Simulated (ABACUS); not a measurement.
The system is WS2 (Tungstenite).

```xyz
6
Lattice="3.1800 0.0000 0.0000 -1.5900 2.7540 0.0000 0.0000 0.0000 12.5000" Properties=species:S:1:pos:R:3 pbc="T T T"
W     1.5900    0.9180    9.3750
W     0.0000    1.8360    3.1250
S     1.5900    0.9180    4.6875
S     0.0000    1.8360   10.9375
S     1.5900    0.9180    1.5625
S     0.0000    1.8360    7.8125
```

```yaml
Program: ABACUS 3.10.1
Task: single point
Functional: PBEsol
Potentials_or_basis: PseudoDojo NC SR 0.4.1 PBEsol standard
Cutoff: 1007 eV
Density_cutoff: 4027 eV
Basis: plane waves
k_mesh: 10 × 10 × 3
Occupations: fermi-dirac, width 0.05 eV
Spin: no spin polarisation
```

On this cell: pressure -2.7 GPa; largest force 0.149 eV/Å; band gap on the k mesh 1.08 eV, indirect (least direct gap 2.07 eV).

The same run follows on a disturbed copy (atoms moved at random, drawn with an rms of 0.05 Å):

```
CELL_PARAMETERS angstrom
3.18000 0.00000 0.00000
-1.59000 2.75396 0.00000
0.00000 0.00000 12.50000
ATOMIC_POSITIONS crystal
W 0.67041 0.33213 0.74851
W 0.35153 0.67611 0.24816
S 0.65055 0.32885 0.37056
S 0.33238 0.66576 0.86980
S 0.68359 0.34050 0.12215
S 0.35274 0.67578 0.62642
```

What does the disturbed cell give?

The energy moves by +15.0 meV/atom; pressure 0.2 GPa; largest force 1.345 eV/Å; band gap on the k mesh 1.07 eV, indirect (least direct gap 1.89 eV).

Forces in eV/Å, atoms in the order of the input:
```
W    0.187  0.328 -0.150
W   -0.948 -0.459 -0.836
S    0.907  0.376  0.538
S    0.166 -0.013  0.803
S    0.040  0.081  0.300
S   -0.353 -0.313 -0.656
```

Stress tensor (GPa, compression positive):
```
-2.04 -0.64  3.01
-0.64 -1.16  1.29
 3.01  1.29  3.88
```

Caveats: there are fewer bands than atomic start orbitals, so a level may be missed at k points of high symmetry; spin-orbit coupling is left out, which moves the levels of the heavy elements; an odd mesh through Γ misses points on the zone boundary, where band edges often lie; this functional lacks dispersion, which binds the layers, so the pressure and a relaxed spacing across them are unreliable (some runs).
